**Question: Why did my AlNi energy get worse when I added k points?**

I am testing k meshes for metallic AlNi in a fixed cell, roughly the cubic CsCl structure stretched along c (the primitive edges are 2.752, 2.752 and 3.099 Å). Going from 8×8×6 to 8×8×8 changed the energy by only 0.7 meV/atom, and the pressure was already within 0.1 GPa of a very dense mesh, so I was ready to stop. Against that dense mesh, though, the energy is still off by 4.2 meV/atom, and the coarser of the two meshes was closer. What goes wrong, and how could I have noticed it?

Error from the k-point mesh for AlNi in a fixed two-atom cell (Cmmm, conventional a = 3.877, b = 3.906, c = 3.099 Å), relative to a 26×26×22 mesh. Ansatz 0.2.0, plane-wave PAW, r2SCAN, scalar-relativistic, no spin polarisation, cutoff 500 eV, Gamma-centred meshes, Gaussian smearing of 0.1 eV. Energies are extrapolated to zero smearing; pressure is positive in compression.

| k mesh | energy less reference (meV/atom) | pressure less reference (GPa) | irreducible k points |
| --- | --- | --- | --- |
| 1x1x1 | 159 | -3.19 | 1 |
| 2x2x2 | -5.20 | 3.56 | 6 |
| 4x4x4 | 5.60 | -0.225 | 21 |
| 8x8x6 | 3.53 | 0.025 | 84 |
| 8x8x8 | 4.23 | 0.082 | 105 |
| 10x10x8 | 1.82 | 0.016 | 155 |
| 10x10x10 | 2.06 | 0.066 | 186 |
| 12x12x12 | -0.826 | 0.014 | 301 |
| 14x14x12 | -1.18 | -0.008 | 399 |
| 16x16x14 | 0.459 | -0.044 | 584 |
| 20x20x18 | -0.240 | -0.014 | 1110 |

**Answer**

Your mesh is sampling occupied states near a sharp edge, and it gives some of them the wrong weight. In a metal some bands are only partly filled: states below the Fermi level are occupied, those above are empty, and the boundary between them in k space is the Fermi surface. A mesh replaces the smooth volume inside that surface by a number of points. The total number of electrons stays right, because the program shifts the Fermi level until it is, but some states get too much weight and others too little. A denser mesh puts its points in new places, so it may overweight states that the previous one underweighted. The energy error can therefore take either sign, and here it changes sign five times down the table.

The single-point mesh shows the extreme case. The cell has 21 electrons in the calculation, and with one k point they fill ten levels and leave the next one half full. One level then stands for the whole Fermi surface. The filled bands are also represented by the zone centre alone, an error that an insulator would share. The smearing entropy term confirms the picture: its 56.42 meV a cell is the width divided by √π, the value for exactly one half-full level. Together these errors leave the energy 159 meV/atom too high. The extrapolation to zero smearing assumes many levels within the width, so on a mesh this coarse it is not reliable either.

Smearing is meant to soften the edge, but it does so fully only if neighbouring mesh points have energies closer together than the smearing width. Suppose that a band rises by roughly 5 eV from the centre of the zone to its boundary. The 20×20×18 mesh covers that distance in 10 steps along the first axis, so the band rises by 5 eV / 10 = 0.5 eV a step on average. That is five times the smearing width of 0.1 eV, so even this mesh still sees a fairly sharp edge. The assumed 5 eV is a rough figure, and the estimate explains why the convergence is irregular without predicting the size or sign of any error.

**Small changes can mislead.** From 8×8×6 to 8×8×8 you added points along c only, and the in-plane sampling stayed as it was. The energy hardly moved, but the error that remained was six times the change. The step from 10×10×8 to 10×10×10 repeats the pattern. Refining only the in-plane directions is no safeguard either: 14×14×12 differs from 12×12×12 by 0.35 meV/atom and is still 1.2 meV/atom from the reference mesh. Even doubling the mesh in every direction, from 4×4×4 to 8×8×8, moves the energy by only 1.4 meV/atom and leaves three times that behind.

**Look at the stress components as well as the pressure.** Pressure is the mean of three stresses, and their errors can cancel. At 8×8×6 the pressure is off by only 0.025 GPa, while the stress along c is off by 2.6 GPa and the two in-plane stresses are off the other way. The likely reason is that the uneven sampling shifts weight between states whose electrons move mainly along c and states whose electrons move mainly in the plane. Near the Fermi level both kinds have about the same energy. For nearly free electrons they would then add about the same amount to the sum of the three stresses, so the pressure hardly notices the exchange. If you relaxed the cell shape on this mesh, the misleadingly good pressure would not protect you.

This also shows that one mesh need not be better for every property. Going to 8×8×8 made your energy slightly worse, yet it cut the largest stress error to 0.75 GPa. The extra points helped the stress here, though not at every step (from 10×10×8 to 10×10×10 the largest stress error rose from 0.21 to 0.27 GPa); the energy at 8×8×6 had probably just gained more from cancellation.

**Watch the smearing entropy.** This term, which most programs print, grows with the number of levels close to the Fermi level, so at a given smearing width it should settle as the mesh gets denser. At 4×4×4 it is three times its reference value, a clear sign that the mesh has caught too many such levels. But it can also seem settled too soon: on the four meshes from 8×8×6 to 10×10×10 it stays near 6 meV a cell, while the reference mesh gives 4.5 meV. In every row except 2×2×2, an entropy term above the reference goes with an energy that is too high, and one below it with an energy that is too low. Part of this agreement is built in, because the energy extrapolated to zero smearing is the free energy plus half the entropy term. The free energies themselves err with the same signs, though, so the link is more than arithmetic. It fits the Fermi-surface picture but does not prove it.

The forces cannot tell you about convergence here. Symmetry fixes both atoms in place, so the forces vanish on any mesh.

An insulator would behave differently on the same sequence of meshes. Its bands are either full or empty, there is no edge to sample badly, and the error falls exponentially once the mesh is reasonably dense. For a metal, refine all directions together and judge by the scatter over a wide range of meshes instead of the last change. A few neighbouring meshes are not enough: the four from 8×8×6 to 10×10×10 all lie above the reference, by 1.8 to 4.2 meV/atom. A wider smearing is expected to reduce the scatter mainly once its width approaches the energy step between mesh points, and it brings an error of its own that more k points do not remove. From 12×12×12 on, the energies here stay within about 1.2 meV/atom of the reference and every stress component within 0.3 GPa. The reference mesh has an unknown error of its own, so I would not rank the two densest meshes in the table. The stress errors and the entropy term for each mesh are in the output below.

Printed output of the fit:

```
Stress errors in GPa, entropy term in meV a cell, energy change from the row before in meV an atom:
       row  in-plane 1  in-plane 2   along c  largest size  entropy term  energy change
     1x1x1      -70.34      -68.41     129.2         129.2         56.42            n/a
     2x2x2       7.396       6.776    -3.494         7.396         14.11         -164.2
     4x4x4      0.5547       1.898     -3.13          3.13         13.31           10.8
     8x8x6      -1.431      -1.085      2.59          2.59         6.042          -2.07
     8x8x8      -0.214     -0.2898    0.7494        0.7494         5.959            0.7
   10x10x8      0.2139      0.0286   -0.1956        0.2139         6.439          -2.41
  10x10x10    -0.08163     0.00682    0.2726        0.2726         6.163           0.24
  12x12x12      0.2299     0.06691   -0.2565        0.2565          4.23         -2.886
  14x14x12    -0.04384     -0.1548    0.1743        0.1743          3.52         -0.354
  16x16x14     -0.0498    -0.05635  -0.02551       0.05635         4.675          1.639
  20x20x18     0.08995     0.06706   -0.1991        0.1991         4.202         -0.699
Sign changes of the energy error between neighbouring rows: 5
Steps down the table at which the size of the energy error grows: 4
Steps at which the energy change is smaller than the error that remains: 4
Remaining energy error over last energy change at 8x8x8: 6.043
Remaining energy error over last energy change at 10x10x10: 8.583
Largest stress error over pressure error at 8x8x6: 103.6
Largest stress error over pressure error at 16x16x14: 1.281
Largest stress error at 8x8x6 over that at 8x8x8: 3.457
Irreducible k points at 20x20x18 over those at 8x8x8: 10.57
Energy error at 8x8x8 over that at 20x20x18 in size: 17.63
Fermi energy at 1x1x1 less reference in eV: 2.927
Entropy term of the reference mesh in meV a cell: 4.479
Entropy term at 4x4x4 over that of the reference: 2.971
Rows in which entropy excess and energy error have the same sign: 10
Largest share of the energy error from the zero-smearing correction, 4x4x4 and denser, in percent: 39.41
Same share at 8x8x6 in percent: 11.07
Rough band rise a mesh step at 20x20x18 in eV, to compare with 0.1 eV smearing: 0.5
```
